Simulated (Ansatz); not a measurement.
BaTiO3:

```
CELL_PARAMETERS angstrom
3.99980 0.00000 0.00000
0.00000 3.99980 0.00000
0.00000 0.00000 4.01800
ATOMIC_POSITIONS crystal
Ba 0.00000 0.00000 0.00000
Ti 0.50000 0.50000 0.49000
O 0.00000 0.50000 0.51700
O 0.50000 0.00000 0.51700
O 0.50000 0.50000 0.01900
```

```yaml
Program: Ansatz 0.2.0
Task: relaxation of cell and atoms
Functional: PBE
Potentials_or_basis: Ansatz PAW
Cutoff: "420 eV (not typed: the program's choice for these potentials)"
k_mesh: 7 × 7 × 7
Occupations: fermi-dirac, width 0.05 eV
Spin: no spin polarisation
Hubbard_terms: Ti d U = 1 eV
```

At the start: volume 12.86 Å³/atom.

**Question.** How do energy, volume and symmetry change on relaxing?

**Answer.** It ends after 14 steps and the volume is 13.34 Å³/atom (+3.7 %); space group P4mm (No. 99, to 0.05 Å).

The path:
```
step  energy change (eV)  largest force (eV/Å)  volume (Å³)
   1              0.0000                0.2645        64.28
   2             -0.0087                0.2854        65.55
   3             -0.0101                0.2169        65.47
   4             -0.0126                0.2052        65.40
   5             -0.0222                0.1177        65.40
   6             -0.0248                0.0673        65.76
   7             -0.0248                0.0569        66.40
   8             -0.0252                0.0019        66.32
   9             -0.0351                0.0015        66.32
  10             -0.0348                0.0500        66.57
  11             -0.0348                0.0090        66.64
  12             -0.0358                0.0087        66.64
  13             -0.0358                0.0060        66.68
  14             -0.0359                0.0060        66.68
```

Final structure:
```
Ba Ti O
1.0
     3.99135    0.00000    0.00000
     0.00000    3.99135    0.00000
     0.00000    0.00000    4.18535
Ba Ti O
1 1 3
Direct
  0.00000 0.00000 0.99071
  0.50000 0.50000 0.47374
  0.00000 0.50000 0.51981
  0.50000 0.00000 0.51981
  0.50000 0.50000 0.03893
```

Caveat: the plane-wave basis is chosen anew once the cell has moved, so the energies of steps on either side of that aren't comparable; the pressure holds a Pulay correction of +0.5 GPa for the finite cutoff.
